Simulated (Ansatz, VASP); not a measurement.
As: VASP beside Ansatz

```xyz
2
Lattice="1.8933 1.0931 3.5373 -1.8933 1.0931 3.5373 0.0000 -2.1861 3.5373" Properties=species:S:1:pos:R:3 pbc="T T T"
As    0.0000    0.0000    2.3983
As    0.0000    0.0000    8.2137
```

Change from the starting cell: volume scaled by 1.02.

Alike in both runs: task single point; functional PBE; k mesh 9 × 9 × 9; occupations fermi-dirac, width 0.05 eV; no spin polarisation.

|  | VASP | Ansatz |
| --- | --- | --- |
| version | VASP 6.6.1 | Ansatz 0.2.0 |
| potentials or method | VASP PAW PBE potentials, release 64 (As) | Ansatz PAW |
| plane-wave cutoff (eV) | 520 | 420 |
| valence electrons in the cell | 10 | 30 |

|  | VASP | Ansatz | Ansatz less VASP |
| --- | --- | --- | --- |
| gap on the k mesh at the Fermi level (eV) | none | none | - |
| pressure (GPa) | 2.4 | 2.1 | -0.28 |
| largest component of the traceless stress (GPa) | 0.13 | 0.04 | -0.096 |
| rms of the force components (eV/Å) | 0.202 | 0.170 | -0.0319 |

Atom by atom the forces differ by 0.032 eV/Å (rms over components). A gap of «none» marks a metal or a gap that the smearing closes. The two sets of potentials don't hold the same shells in valence.
